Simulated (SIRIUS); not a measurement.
The system is AgCl (Chlorargyrite).

```xyz
2
Lattice="0.0000 2.7350 2.7350 2.7350 0.0000 2.7350 2.7350 2.7350 0.0000" Properties=species:S:1:pos:R:3 pbc="T T T"
Ag    0.0000    0.0000    0.0000
Cl    2.7350    2.7350    2.7350
```

| Item | Value |
| --- | --- |
| Program | SIRIUS 7.12.0 |
| Task | single point |
| Functional | PBE |
| Potentials or basis | all-electron FP-LAPW |
| Cutoff | 163 eV |
| Basis | apw+lo standard |
| k mesh | 8 × 8 × 8 |
| Occupations | fermi-dirac, width 0.05 eV |
| Spin | no spin polarisation |

On this cell: largest force zero by symmetry; band gap on the k mesh 0.90 eV, indirect (least direct gap 3.32 eV).

The same run follows on a disturbed copy (atoms moved at random):

```
Ag Cl
1.0
     0.00000    2.73500    2.73500
     2.73500    0.00000    2.73500
     2.73500    2.73500    0.00000
Ag Cl
1 1
Direct
  0.98280 0.01129 0.99551
  0.49628 0.50908 0.50356
```

Question: What does the disturbed cell give?

Answer: The energy moves by +1.8 meV/atom; largest force 0.109 eV/Å; band gap on the k mesh 0.89 eV, indirect (least direct gap 3.18 eV).

Forces in eV/Å, atoms in the order of the input:
```
Ag   0.025  0.095  0.048
Cl  -0.024 -0.091 -0.046
```

A k mesh can miss the band edges.
